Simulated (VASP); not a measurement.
A run of VASP 6.6.1 is set up as follows.

Contents of POSCAR:

```
SiH2S2
1.0
   13.0000000000      0.0000000000      0.0000000000
    0.0000000000     12.0000000000      0.0000000000
    0.0000000000      0.0000000000     11.0000000000
S Si H
2 1 2
Direct
    0.4548153800      0.4133041700      0.4580227300
    0.6138307700      0.5917291700      0.5739681800
    0.4537000000      0.5793625000      0.5288409100
    0.3537384600      0.4117708300      0.4322136400
    0.6482615400      0.4907958300      0.5393045500
```

INCAR.step1

```
SYSTEM = SiH2S2
PREC = Accurate
ENCUT = 520
EDIFF = 1E-5
ISMEAR = 0
SIGMA = 0.01
LREAL = .False.
LASPH = .True.
NELM = 80
ALGO = Normal
ISIF = 2
LWAVE = .True.
LCHARG = .False.
GGA = PE
```

Contents of INCAR.step2:

```
SYSTEM = SiH2S2
PREC = Accurate
ENCUT = 520
EDIFF = 1E-6
ISMEAR = 0
SIGMA = 0.01
LREAL = .False.
LASPH = .True.
NELM = 80
ALGO = Normal
ISIF = 2
LWAVE = .False.
LCHARG = .False.
GGA = B3
LHFCALC = .True.
AEXX = 0.2
AGGAX = 0.72
AGGAC = 0.81
ALDAC = 0.19
PRECFOCK = Normal
HFRCUT = -1
IVDW = 13
ISTART = 1
```

The input KPOINTS:

```
Automatic mesh
0
Gamma
  1 1 1
  0 0 0
```

Potentials or basis: VASP PAW PBE potentials, release 64 (S, Si, H).

Command:

```sh
$ cat potpaw_PBE.64/S/POTCAR potpaw_PBE.64/Si/POTCAR potpaw_PBE.64/H/POTCAR > POTCAR
$ cp INCAR.step1 INCAR
$ mpirun -np 1 vasp_gam > vasp.out
$ cp INCAR.step2 INCAR
$ mpirun -np 1 vasp_gam > vasp.out
```

**Question.** Predict the gap between the frontier levels.

**Answer.** 4.57 eV.

**Question.** Estimate the largest force.

**Answer.** 0.259 eV/Å.

**Question.** Predict the dispersion energy per atom.

**Answer.** -0.051 eV.

Forces in eV/Å, atoms in the order of the input:
```
S   -0.188 -0.151 -0.096
S    0.227 -0.089  0.013
Si  -0.151  0.147  0.023
H    0.127 -0.031  0.015
H   -0.015  0.123  0.046
```

Caveat: the PAW data sets were made with another functional, which shifts forces and pressure a little.
